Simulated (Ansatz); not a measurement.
# How the conductance of CoSi2/Si/NiSi2 changes with thickness, part 2 of 6

Wanted: T(E), the conductance and its decay constant for CoSi2/Si/NiSi2. The lower electrode is CoSi2 fluorite(111), the upper one NiSi2 fluorite(111); the barrier is Si diamond(111) (whole bilayers). In the first transport cell, after relaxation, the nearest pair of electrode and barrier is Si–Si at 2.38 Å, along the normal, at the lower face and Si–Si at 2.36 Å, along the normal, at the upper one. All share a net of side 3.79 Å, which strains the lower electrode by +0.0 %, the upper one by -1.3 % and the barrier by -2.0 %, against typed lattice constants near PBE's. The first steps treat the bulk electrodes alone.

Ansatz 0.2.0; PBE DFT, plane waves, PAW files (the session's first sound run).

So far. Step 2 (The strained electrode, electrode CoSi2 fluorite(111)): Little changed from the start: no atom moved by 0.005 Å and no cell edge by 0.1 %.

### Step 3. The strained electrode, electrode NiSi2 fluorite(111)

System of this step: Si2Ni (NiSi2). It takes space group R-3m (No. 166, trigonal). The conventional cell has a = 3.790 Å, b = 3.790 Å, c = 9.490 Å, α = 90.00°, β = 90.00°, γ = 120.00°. Nearest to Si lie 4 Ni at 2.33 to 2.37 Å. Nearest to Ni lie 8 Si at 2.33 to 2.37 Å. Farther neighbours are not listed.

The electrode is held to the junction's net and relaxed along the normal; its spacing is used for the ideal lead layers.

Input file input.yaml:

```yaml
crystal:
  lattice:
    - [3.79, 0.0, 0.0]
    - [-1.895, 3.2822362803, 0.0]
    - [0.0, 0.0, 9.4900647171]
  atoms:
    - { symbol: Si, position: [0.0, 0.0, 0.0] }
    - { symbol: Ni, position: [0.3333333333, 0.6666666667, 0.0833333333] }
    - { symbol: Si, position: [0.6666666667, 0.3333333333, 0.1666666667] }
    - { symbol: Si, position: [0.3333333333, 0.6666666667, 0.3333333333] }
    - { symbol: Ni, position: [0.6666666667, 0.3333333333, 0.4166666667] }
    - { symbol: Si, position: [0.0, 0.0, 0.5] }
    - { symbol: Si, position: [0.6666666667, 0.3333333333, 0.6666666667] }
    - { symbol: Ni, position: [0.0, 0.0, 0.75] }
    - { symbol: Si, position: [0.3333333333, 0.6666666667, 0.8333333333] }
kpoints:
  mp_grid: { grid: [12, 12, 3] }
scf:
  occupations: { method: fermi_dirac, width: 0.1 }
  max_iter: 150
hamiltonian:
  xc: pbe
relax:
  f_tol: 0.01
  max_steps: 40
  cell: { fix: [a, b, angles] }
```

Run with:

```console
$ ansatz run input.yaml --threads 8 --pin off --max-ram 24576MiB --backend cpu --events-out ev --progress --plain --runs-dir out
```

Numbers of over 12 decimals in the logs are rounded to 6 here.

Output:

```text
[...]
Crystal: 9 atoms, lattice volume = 118.053 Å³
Basis set: ecut = 420 eV, 2299 PW (Γ), exchange–correlation on 54×54×128 points (8 copies of the dense FFT grid, shifted against one another)
Bands: 48, of which v1, the nominal top of the filled ones, is band 39 counted from 1 (38 counted from 0)
Symmetry: 36 space group operations
[...]
k-points: 50 of 432
[...]
SCF iter   1: F=—  HF=-21337.205520 eV  |F-HF|=—  |Δ(HF+E_count)|=         —  Δρ=1.04e-2  dr2=9.20e-2  ethr=1.77e-3  ⟨swp⟩=7.8  Hψ=10412  notcnv=0  defer=3
[...]
SCF iter   8: F=-21337.195054 eV  HF=-21337.195054 eV  |F-HF|=8.00e-11  |Δ(HF+E_count)|=   1.48e-7  Δρ=2.65e-6  dr2=1.20e-8  ethr=1.28e-10  ⟨swp⟩=4.2  Hψ=8522  notcnv=0
SCF 1 converged in 8 iterations: F = -21337.195054 eV  dr2 = 1.20e-8
[...]
relax step   1: F+E_penalty+E_count = -21337.19505447 eV  Δ(F+E_penalty+E_count) = +0.000e0 eV  max|allowed force component| = 2.062e-1 eV/Å  Δτ_max = 0.0000 Å  P = +3.974 GPa  Ω = 118.053 Å³  fix = [a, b, alpha, beta, gamma]  reactions: a +5.367, b +5.367 GPa  (8 SCF iters, dr2 threshold 1.00e-7 eV, accepted)
Crystal: 9 atoms, lattice volume = 118.603 Å³
Basis set: ecut = 420 eV, 2323 PW (Γ), exchange–correlation on 54×54×128 points (8 copies of the dense FFT grid, shifted against one another)
[...]
SCF iter   6: F=-21337.208094 eV  HF=-21337.208094 eV  |F-HF|=8.46e-9  |Δ(HF+E_count)|=   2.66e-7  Δρ=9.59e-6  dr2=1.11e-7  ethr=1.07e-9  ⟨swp⟩=3.0  Hψ=9299  notcnv=0
SCF 2 converged in 6 iterations: F = -21337.208094 eV  dr2 = 1.11e-7
relax step   2: F+E_penalty+E_count = -21337.20809444 eV  Δ(F+E_penalty+E_count) = -1.304e-2 eV  max|allowed force component| = 1.312e-1 eV/Å  Δτ_max = 0.0104 Å  P = +3.233 GPa  Ω = 118.603 Å³  energy of the carried Pulay correction = -1.623e-4 eV  fix = [a, b, alpha, beta, gamma]  reactions: a +4.657, b +4.657 GPa  (6 SCF iters, dr2 threshold 9.00e-7 eV, accepted)
Crystal: 9 atoms, lattice volume = 119.117 Å³
Basis set: ecut = 420 eV, 2349 PW (Γ), exchange–correlation on 54×54×128 points (8 copies of the dense FFT grid, shifted against one another)
[...]
SCF iter   6: F=-21337.214917 eV  HF=-21337.214917 eV  |F-HF|=3.43e-8  |Δ(HF+E_count)|=   3.25e-7  Δρ=9.82e-6  dr2=1.33e-7  ethr=1.15e-9  ⟨swp⟩=4.0  Hψ=8355  notcnv=0
SCF 3 converged in 6 iterations: F = -21337.214917 eV  dr2 = 1.33e-7
relax step   3: F+E_penalty+E_count = -21337.21491735 eV  Δ(F+E_penalty+E_count) = -6.823e-3 eV  max|allowed force component| = 4.970e-3 eV/Å  Δτ_max = 0.0156 Å  P = +2.560 GPa  Ω = 119.117 Å³  energy of the carried Pulay correction = -3.132e-4 eV  fix = [a, b, alpha, beta, gamma]  reactions: a +3.835, b +3.835 GPa  (6 SCF iters, dr2 threshold 9.00e-7 eV, accepted)
Basis set: ecut = 420 eV, 2349 PW (Γ), exchange–correlation on 54×54×144 points (8 copies of the dense FFT grid, shifted against one another)
[...]
SCF iter   6: F=-21337.215221 eV  HF=-21337.215221 eV  |F-HF|=7.28e-12  |Δ(HF+E_count)|=  6.58e-10  Δρ=1.24e-7  dr2=9.94e-12  ethr=1.00e-12  ⟨swp⟩=4.3  Hψ=8539  notcnv=0
SCF 4 converged in 6 iterations: F = -21337.215221 eV  dr2 = 9.94e-12
relax step   4: F+E_penalty+E_count = -21337.21522115 eV  Δ(F+E_penalty+E_count) = -3.038e-4 eV  max|allowed force component| = 5.033e-3 eV/Å  Δτ_max = 0.0000 Å  P = +2.561 GPa  Ω = 119.117 Å³  fix = [a, b, alpha, beta, gamma]  reactions: a +3.836, b +3.836 GPa  stress off target by 1.30e-2 GPa on what of the cell is left free  SCF on the basis re-selected at this cell (its energy is not comparable with the rows above)  (6 SCF iters)
basis re-selected at this cell: Δ(F+E_penalty+E_count) = -3.038e-4 eV, ΔP = +0.001 GPa vs the last step (what re-selecting the basis moved, of the pressure what is left beyond the Pulay correction that the steps carried, after the strain that the cell walked since its last selection, with what the two solves' SCF thresholds leave and, on support functions, any second-order correction that the steps lacked; it is no measure of the basis error at this ecutwfc). The dense FFT grid was sized anew with the basis: this SCF ran on 27×27×72 points, the steps before it on 27×27×64, so part of this shift can come from that change (see relax.cell in the input reference). [rest of the remark cut]
SCF converged after 6 iterations
Free energy (F): -21337.215221 eV
[...]
Internal energy: -21337.129131 eV  (E = F + TS)
E sigma→0 (E₀):  -21337.172176 eV
Entropy (-TS):   -0.086090 eV (-9.566 meV/atom)
Fermi energy:    13.165956 eV
[...]
--- Forces (eV/Å), atoms counted from 1 ---
  atom   1  Si     0.00000000    -0.00000000    -0.00503322
  atom   2  Ni     0.00000000     0.00000000     0.00000000
  atom   3  Si     0.00000000     0.00000000     0.00503322
  atom   4  Si     0.00000000     0.00000000    -0.00503322
  atom   5  Ni    -0.00000000     0.00000000     0.00000000
  atom   6  Si    -0.00000000     0.00000000     0.00503322
  atom   7  Si    -0.00000000     0.00000000    -0.00503322
  atom   8  Ni    -0.00000000    -0.00000000    -0.00000000
  atom   9  Si     0.00000000     0.00000000     0.00503322
  max |Σ_I F_I| component: 7.40e-17 eV/Å
--- Stress (GPa, compression-positive) ---
        3.835706      -0.000000      -0.000000
       -0.000000       3.835706      -0.000000
       -0.000000      -0.000000       0.013019
  P = ⅓ Tr σ = 2.5615 GPa (25.615 kbar)
--- Relaxed structure (3 steps of the walk, 3 accepted, 1 SCFs on fresh bases) ---
[...]
cell:  # Å, volume = 119.1171 Å³
    - [3.790000, 0, 0]
    - [-1.895000, 3.282236, 0]
    - [0, 0, 9.575581]
  atoms:
    - { symbol: Si, position: [-7.595085642787989e-19, 0, -0.00273207] }
    - { symbol: Ni, position: [0.333333, 0.666667, 0.083333] }
    - { symbol: Si, position: [0.666667, 0.333333, 0.169399] }
    - { symbol: Si, position: [0.333333, 0.666667, 0.330601] }
    - { symbol: Ni, position: [0.666667, 0.333333, 0.416667] }
    - { symbol: Si, position: [7.595085642787988e-19, 0, 0.502732] }
    - { symbol: Si, position: [0.666667, 0.333333, 0.663935] }
    - { symbol: Ni, position: [0, 0, 0.75] }
    - { symbol: Si, position: [0.333333, 0.666667, 0.836065] }
```

Wall time 8 s (8 threads of Arm Neoverse V2, shared host); peak memory 0.72 GiB; 59 s of CPU time.

This run has no spin polarisation, although Ni can carry a moment.

The steps of the relaxation:

| step | energy less that of the first step (eV) | largest force component (eV/Å) | pressure (GPa) | volume (Å³) |
| --- | --- | --- | --- | --- |
| 1 | 0.0000 | 0.2062 | 3.97 | 118.05 |
| 2 | -0.0130 | 0.1312 | 3.23 | 118.60 |
| 3 | -0.0199 | 0.0050 | 2.56 | 119.12 |
| 4* | -0.0202 | 0.0050 | 2.56 | 119.12 |

Relaxation steps marked * repeat the geometry before them on a plane-wave basis chosen anew for their cell, so energy and pressure can jump there.

The run keeps the 36 symmetry operations that it works with, so distortions that break them were not tested.

| conventional cell, symmetrised | before | after | change |
| --- | --- | --- | --- |
| a (Å) | 3.790 | 3.790 | -0.0 % |
| b (Å) | 3.790 | 3.790 | -0.0 % |
| c (Å) | 9.490 | 9.576 | +0.9 % |
| volume (Å³/atom) | 13.12 | 13.24 | +0.9 % |

The atoms that moved most (Å, as changes of fractional coordinates times the final cell):

| atom | dx | dy | dz | length |
| --- | --- | --- | --- | --- |
| Si9 | 0.000 | 0.000 | 0.026 | 0.026 |
| Si7 | 0.000 | 0.000 | -0.026 | 0.026 |
| Si3 | 0.000 | 0.000 | 0.026 | 0.026 |
| Si1 | 0.000 | 0.000 | -0.026 | 0.026 |
| Si6 | 0.000 | 0.000 | 0.026 | 0.026 |
| Si4 | 0.000 | 0.000 | -0.026 | 0.026 |

Numbers from this step:

```
free energy  : -21337.2152 eV
Fermi energy : 13.17 eV
pressure     : 2.561 GPa
```

The relaxation ends with a largest force component of 0.0050 eV/Å.

### Step 4. Relaxing the interfaces

System of this step: CoSi2/Si/NiSi2. The cell holds 14 atoms: 12 Si, 1 Co and 1 Ni. Its edges and angles: a = 3.790 Å, b = 3.790 Å, c = 34.004 Å, α = 90.0°, β = 90.0°, γ = 120.0°. Vacuum lies along c.

The starting distances are typed guesses, too rough for a quantity that is exponential in distance. A short slab in vacuum serves: only the barrier and the layers next to it are taken over, and later cells can add or drop layers in the barrier's middle. The dipole correction removes the field that unlike faces would set up across the vacuum.

Input file input.yaml:

```yaml
crystal:
  lattice:
    - [3.79, 0.0, 0.0]
    - [-1.895, 3.2822362803, 0.0]
    - [0.0, 0.0, 34.0038882583]
  atoms:
    - { symbol: Si, position: [0.33333333, 0.66666667, 0.2352672124] }
    - { symbol: Si, position: [0.0, 0.0, 0.2807715706] }
    - { symbol: Co, position: [0.33333333, 0.66666667, 0.3035237497] }
    - { symbol: Si, position: [0.66666667, 0.33333333, 0.3262759288] }
    - { symbol: Si, position: [0.66666667, 0.33333333, 0.3930330003] }
    - { symbol: Si, position: [0.0, 0.0, 0.4165789452] }
    - { symbol: Si, position: [0.0, 0.0, 0.4872167801] }
    - { symbol: Si, position: [0.33333333, 0.66666667, 0.510762725] }
    - { symbol: Si, position: [0.33333333, 0.66666667, 0.5814005599] }
    - { symbol: Si, position: [0.66666667, 0.33333333, 0.6049465048] }
    - { symbol: Si, position: [0.66666667, 0.33333333, 0.6717035763] }
    - { symbol: Ni, position: [0.0, 0.0, 0.6949608792] }
    - { symbol: Si, position: [0.33333333, 0.66666667, 0.718218182] }
    - { symbol: Si, position: [0.0, 0.0, 0.7647327876] }
kpoints:
  mp_grid: { grid: [8, 8, 1] }
scf:
  occupations: { method: fermi_dirac, width: 0.1 }
  max_iter: 150
hamiltonian:
  xc: pbe
efield:
  axis: 3
  dipole_correction: true
relax:
  f_tol: 0.04
  max_steps: 60
output:
  forces: true
```

Output:

```text
[...]
Crystal: 14 atoms, lattice volume = 422.997 Å³
Basis set: ecut = 420 eV, 8261 PW (Γ), exchange–correlation on 54×54×480 points (8 copies of the dense FFT grid, shifted against one another)
Bands: 56, of which v1, the nominal top of the filled ones, is band 42 counted from 1 (41 counted from 0)
Symmetry: 6 space group operations
[...]
k-points: 10 of 64 (time reversal used)
[...]
SCF iter   1: F=—  HF=-18593.850820 eV  |F-HF|=—  |Δ(HF+E_count)|=         —  Δρ=4.48e-3  dr2=1.18e0  ethr=1.77e-3  p=0.006 e·Å  D=2.56e-3 V/Å  ΔV_dip=-0.09 eV  dr2_dipole=7.44e-1  V_vac-E_F(+/−)=4.81/4.89 eV  ⟨swp⟩=10.8  Hψ=3284  notcnv=0  defer=4
efield: sawtooth ramp at fractional position 0.9500 (placed from the atoms, in the widest stretch of the axis that holds none; the zero of the levels goes with the place), width 0.1000; the density the first Hamiltonian is built on has a dipole p = 0.006 e·Å; the dipole correction subtracts the counter field D = 2.56e-3 V/Å, which shifts the + side's vacuum level by -0.09 eV against the − side's; the planar-averaged density in the ramp window peaks in size at 2.1e-5 e/Å³
[...]
SCF iter   2: F=—  HF=-18593.838065 eV  |F-HF|=—  |Δ(HF+E_count)|=   1.28e-2  Δρ=8.44e-3  dr2=2.36e-1  ethr=1.42e-3  p=-0.014 e·Å  D=-6.19e-3 V/Å  ΔV_dip=0.21 eV  dr2_dipole=5.72e-3  V_vac-E_F(+/−)=5.31/5.10 eV  ⟨swp⟩=2.1  Hψ=763  notcnv=0  defer=20
[...]
SCF iter   7: F=-18593.820390 eV  HF=-18593.820403 eV  |F-HF|=1.31e-5  |Δ(HF+E_count)|=   3.52e-5  Δρ=4.22e-5  dr2=1.80e-5  ethr=4.82e-8  p=-0.006 e·Å  D=-2.48e-3 V/Å  ΔV_dip=0.08 eV  dr2_dipole=1.21e-6  V_vac-E_F(+/−)=5.30/5.22 eV  ⟨swp⟩=4.2  Hψ=2356  notcnv=0
SCF 1 converged in 7 iterations: F = -18593.820390 eV  dr2 = 1.80e-5
[...]
relax step   1: F+E_penalty+E_count = -18593.82038968 eV  Δ(F+E_penalty+E_count) = +0.000e0 eV  max|allowed force component| = 1.054e0 eV/Å  Δτ_max = 0.0000 Å  (7 SCF iters, dr2 threshold 4.00e-5 eV, accepted)
[...]
SCF iter   1: F=—  HF=-18593.985186 eV  |F-HF|=—  |Δ(HF+E_count)|=         —  Δρ=5.67e-3  dr2=5.17e-1  ethr=6.25e-4  p=-0.006 e·Å  D=-2.48e-3 V/Å  ΔV_dip=0.08 eV  dr2_dipole=1.20e-1  V_vac-E_F(+/−)=5.28/5.20 eV  ⟨swp⟩=1.1  Hψ=2193  notcnv=0  defer=17
efield: sawtooth ramp at fractional position 0.9500 (handed on by an earlier solve), width 0.1000; the density the first Hamiltonian is built on has a dipole p = -0.006 e·Å; the dipole correction subtracts the counter field D = -2.48e-3 V/Å, which shifts the + side's vacuum level by +0.08 eV against the − side's; the planar-averaged density in the ramp window peaks in size at 8.9e-6 e/Å³
[...]
SCF iter   2: F=—  HF=-18593.962664 eV  |F-HF|=—  |Δ(HF+E_count)|=   2.25e-2  Δρ=3.67e-3  dr2=8.53e-2  ethr=6.23e-4  p=-0.009 e·Å  D=-3.73e-3 V/Å  ΔV_dip=0.13 eV  dr2_dipole=1.06e-2  V_vac-E_F(+/−)=5.28/5.15 eV  ⟨swp⟩=2.4  Hψ=898  notcnv=0  defer=17
[...]
SCF iter   8: F=-18593.947493 eV  HF=-18593.947500 eV  |F-HF|=6.23e-6  |Δ(HF+E_count)|=   1.12e-6  Δρ=3.89e-5  dr2=9.54e-6  ethr=8.36e-8  p=-0.009 e·Å  D=-3.93e-3 V/Å  ΔV_dip=0.13 eV  dr2_dipole=1.39e-6  V_vac-E_F(+/−)=5.36/5.23 eV  ⟨swp⟩=4.8  Hψ=1851  notcnv=0
SCF 2 converged in 8 iterations: F = -18593.947493 eV  dr2 = 9.54e-6
relax step   2: F+E_penalty+E_count = -18593.94749342 eV  Δ(F+E_penalty+E_count) = -1.271e-1 eV  max|allowed force component| = 4.246e-1 eV/Å  Δτ_max = 0.0978 Å  (8 SCF iters, dr2 threshold 6.94e-5 eV, accepted)
SCF iter   1: F=—  HF=-18593.996705 eV  |F-HF|=—  |Δ(HF+E_count)|=         —  Δρ=3.26e-3  dr2=2.73e-1  ethr=1.92e-3  p=-0.009 e·Å  D=-3.93e-3 V/Å  ΔV_dip=0.13 eV  dr2_dipole=1.19e-1  V_vac-E_F(+/−)=5.34/5.21 eV  ⟨swp⟩=3.6  Hψ=1406  notcnv=0  defer=17
[...]
SCF iter   8: F=-18593.979796 eV  HF=-18593.979802 eV  |F-HF|=6.57e-6  |Δ(HF+E_count)|=   4.97e-6  Δρ=1.92e-5  dr2=5.65e-6  ethr=1.36e-8  p=-0.014 e·Å  D=-5.92e-3 V/Å  ΔV_dip=0.20 eV  dr2_dipole=2.80e-6  V_vac-E_F(+/−)=5.42/5.22 eV  ⟨swp⟩=5.0  Hψ=2035  notcnv=0
SCF 3 converged in 8 iterations: F = -18593.979796 eV  dr2 = 5.65e-6
relax step   3: F+E_penalty+E_count = -18593.97979593 eV  Δ(F+E_penalty+E_count) = -3.230e-2 eV  max|allowed force component| = 7.298e-2 eV/Å  Δτ_max = 0.0607 Å  (8 SCF iters, dr2 threshold 1.13e-5 eV, accepted)
SCF iter   1: F=—  HF=-18593.980685 eV  |F-HF|=—  |Δ(HF+E_count)|=         —  Δρ=2.76e-4  dr2=2.04e-3  ethr=3.05e-5  p=-0.014 e·Å  D=-5.92e-3 V/Å  ΔV_dip=0.20 eV  dr2_dipole=1.95e-3  V_vac-E_F(+/−)=5.42/5.22 eV  ⟨swp⟩=2.6  Hψ=1024  notcnv=0  defer=23
[...]
SCF iter   7: F=-18593.980560 eV  HF=-18593.980560 eV  |F-HF|=9.37e-9  |Δ(HF+E_count)|=   7.96e-8  Δρ=3.08e-6  dr2=6.43e-8  ethr=1.20e-10  p=-0.014 e·Å  D=-6.15e-3 V/Å  ΔV_dip=0.21 eV  dr2_dipole=2.14e-9  V_vac-E_F(+/−)=5.43/5.22 eV  ⟨swp⟩=4.0  Hψ=2375  notcnv=0
SCF 4 converged in 7 iterations: F = -18593.980560 eV  dr2 = 6.43e-8
relax step   4: F+E_penalty+E_count = -18593.98055964 eV  Δ(F+E_penalty+E_count) = -7.637e-4 eV  max|allowed force component| = 3.944e-2 eV/Å  Δτ_max = 0.0064 Å  (7 SCF iters, accepted)
SCF converged after 7 iterations
Free energy (F): -18593.980560 eV
[...]
Internal energy: -18593.768546 eV  (E = F + TS)
E sigma→0 (E₀):  -18593.874553 eV
Entropy (-TS):   -0.212014 eV (-15.144 meV/atom)
Fermi energy:    2.380009 eV
Dipole field:    D = -0.006196 V/Å  (p = -0.014483 e·Å, saw-weighted, corrected)
Work function:   Φ+ = 5.4274 eV   Φ− = 5.2167 eV
Levels:          The Fermi level and band energies are counted from a zero that moves with the ramp; work functions are not
[...]
--- Forces (eV/Å), atoms counted from 1 ---
  atom   1  Si     0.00000000    -0.00000000    -0.01289729
  atom   2  Si    -0.00000000     0.00000000     0.03944158
  atom   3  Co     0.00000000     0.00000000    -0.01991329
  atom   4  Si     0.00000000     0.00000000     0.00137076
  atom   5  Si    -0.00000000     0.00000000    -0.00402470
  atom   6  Si     0.00000000    -0.00000000    -0.00845556
  atom   7  Si    -0.00000000     0.00000000    -0.00140197
  atom   8  Si     0.00000000    -0.00000000     0.00308301
  atom   9  Si    -0.00000000     0.00000000     0.00822240
  atom  10  Si     0.00000000    -0.00000000     0.00215786
  atom  11  Si     0.00000000    -0.00000000    -0.00660631
  atom  12  Ni    -0.00000000     0.00000000    -0.01086913
  atom  13  Si    -0.00000000     0.00000000     0.00944416
  atom  14  Si    -0.00000000     0.00000000     0.00045896
  max |Σ_I F_I| component: 1.05e-5 eV/Å
--- Relaxed structure (4 steps of the walk, 4 accepted, 0 SCFs on fresh bases) ---
  F+E_penalty+E_count = -18593.98055964 eV   max|allowed force component| = 3.944e-2 eV/Å
  atoms:
    - { symbol: Si, position: [0.333333, 0.666667, 0.234966] }
    - { symbol: Si, position: [5.81545393826654e-17, -8.194503279703237e-17, 0.279102] }
    - { symbol: Co, position: [0.333333, 0.666667, 0.300452] }
    - { symbol: Si, position: [0.666667, 0.333333, 0.322456] }
    - { symbol: Si, position: [0.666667, 0.333333, 0.392362] }
    - { symbol: Si, position: [5.81545393826654e-17, -8.194503279703239e-17, 0.416253] }
    - { symbol: Si, position: [5.815453938266538e-17, -8.194503279703239e-17, 0.486011] }
    - { symbol: Si, position: [0.333333, 0.666667, 0.510083] }
    - { symbol: Si, position: [0.333333, 0.666667, 0.579809] }
    - { symbol: Si, position: [0.666667, 0.333333, 0.603956] }
    - { symbol: Si, position: [0.666667, 0.333333, 0.673292] }
    - { symbol: Ni, position: [5.815453938266545e-17, -8.194503279703227e-17, 0.699722] }
    - { symbol: Si, position: [0.333333, 0.666667, 0.722907] }
    - { symbol: Si, position: [5.815453938266538e-17, -8.194503279703227e-17, 0.768023] }
```

Run time: 9.9 s. Hardware: 8 threads; peak memory 1.3 GiB; 73 s of CPU time.

This run has no spin polarisation, although Co and Ni can carry a moment.

The steps of the relaxation:

| step | energy less that of the first step (eV) | largest force component (eV/Å) |
| --- | --- | --- |
| 1 | 0.0000 | 1.0537 |
| 2 | -0.1271 | 0.4246 |
| 3 | -0.1594 | 0.0730 |
| 4 | -0.1602 | 0.0394 |

Forces are held to the 6 operations that the run works with; a distortion that breaks them can't arise in this run.

The atoms that moved most (Å):

| atom | dx | dy | dz | length |
| --- | --- | --- | --- | --- |
| Ni12 | 0.000 | 0.000 | 0.162 | 0.162 |
| Si13 | 0.000 | 0.000 | 0.159 | 0.159 |
| Si4 | 0.000 | 0.000 | -0.130 | 0.130 |
| Si14 | 0.000 | 0.000 | 0.112 | 0.112 |
| Co3 | 0.000 | 0.000 | -0.104 | 0.104 |
| Si2 | 0.000 | 0.000 | -0.057 | 0.057 |
| Si9 | 0.000 | 0.000 | -0.054 | 0.054 |
| Si11 | 0.000 | 0.000 | 0.054 | 0.054 |

Numbers from this step:

```yaml
free_energy: -18593.9806 eV
fermi_energy: 2.380 eV
work_function_upper_face: 5.427 eV
work_function_lower_face: 5.217 eV
dipole_moment: -0.01448 e·Å
dipole_field: -0.006196 V/Å
```

The largest force component on a free atom ends at 0.039 eV/Å. The work functions of the outer faces are 5.22 and 5.43 eV.

(Part 2 of 6 ends here.)

[Logs are printed without paths, hosts, clocks, repeated set-up lines and the standing remarks that a program may print on its own settings, such as how far it seeks lower states.]

[Hosts, paths, dates, database ids (printed as entryN), source tags and the programs' standing remarks are cut or masked in the printed files.]
